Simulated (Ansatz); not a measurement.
Space group R3m:H (No. 160). a = 4.009 Å, b = 4.009 Å, c = 25.289 Å, α = 90.00°, β = 90.00°, γ = 120.00°
| atom | site | symmetry | x | y | z |
| --- | --- | --- | --- | --- | --- |
| In | 3a | 3m | 0.6667 | 0.3333 | 0.3326 |
| In | 3a | 3m | 0.6667 | 0.3333 | 0.2228 |
| Se | 3a | 3m | 0.3333 | 0.6667 | 0.0497 |
| Se | 3a | 3m | 0.0000 | 0.0000 | 0.1723 |

Equation of state of this InSe structure (not necessarily the ground state), with shape and atoms relaxed at each volume where symmetry leaves them free. Theory: DFT PBEsol, scalar-relativistic, plane waves, PAW (Ansatz).

Settings: cutoff 420 eV, Γ-centred mesh 12×12×12 on the computed 4-atom cell, Gaussian smearing of 0.02 eV; no spin polarisation.

```json
{"V (Å³/atom)": "27.571", "E − E(largest V) (meV/atom)": "4.33", "P (GPa)": "1.60", "gap on mesh (eV)": "0.35"}
{"V (Å³/atom)": "28.451", "E − E(largest V) (meV/atom)": "-1.63", "P (GPa)": "0.64", "gap on mesh (eV)": "0.33"}
{"V (Å³/atom)": "29.331", "E − E(largest V) (meV/atom)": "-3.22", "P (GPa)": "0.00", "gap on mesh (eV)": "0.37"}
{"V (Å³/atom)": "30.211", "E − E(largest V) (meV/atom)": "-2.17", "P (GPa)": "-0.34", "gap on mesh (eV)": "0.49"}
{"V (Å³/atom)": "31.091", "E − E(largest V) (meV/atom)": "0.00", "P (GPa)": "-0.44", "gap on mesh (eV)": "0.66"}
```

Fit a third-order Birch–Murnaghan equation to E(V).

V0 = 29.33 Å³/atom, B0 = 15 GPa, B0' = 19.9. B0' is unusual or poorly fixed by this range.

The cell holds layers, and where no dispersion correction was added their binding is poorly described.